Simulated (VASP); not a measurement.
Cu2O (Cuprite), 18 atoms in the cell. It takes space group Pn-3m (No. 224, cubic). Conventional cell: a = 4.298 Å, b = 4.298 Å, c = 4.298 Å, α = 90.00°, β = 90.00°, γ = 90.00°. Cu (site symmetry -3m) is surrounded by 2 O at 1.86 Å. Cu (site symmetry -3m) has 2 O at 1.86 Å as nearest neighbours. O (site symmetry -43m) is surrounded by 4 Cu at 1.86 Å.  The cell isn't the ideal one: the perfect crystal in a cell of 18 atoms.

| Property | Result |
| --- | --- |
| Program | VASP 6.6.1 |
| Task | single point |
| Functional | PBE |
| Potentials or basis | VASP PAW PBE potentials, release 64 (Cu, O) |
| Cutoff | 520 eV |
| k mesh | 4 × 4 × 3 |
| Occupations | gaussian, width 0.02 eV |
| Spin | no spin polarisation |
| Dipole correction | no |
| Further INCAR settings | LREAL = Auto; ALGO = Fast; EDIFF = 1e-06; NBANDS = 99 |

Potentials or basis: VASP PAW PBE potentials, release 64 (Cu, O).

The run is started by

```bash
$ cat potpaw_PBE.64/Cu/POTCAR potpaw_PBE.64/O/POTCAR > POTCAR
$ mpirun -np 1 vasp_std > vasp.out
```

Hardware: 1 thread of Intel(R) Xeon(R) 6975P-C (Granite Rapids), on a shared host.

Question: Estimate the wall time of this run.

Answer: Wall time 5.1 min on 1 thread of Intel(R) Xeon(R) 6975P-C (Granite Rapids) (shared host), peak memory 0.42 GiB. Counts: scf iterations 20, k points 9.
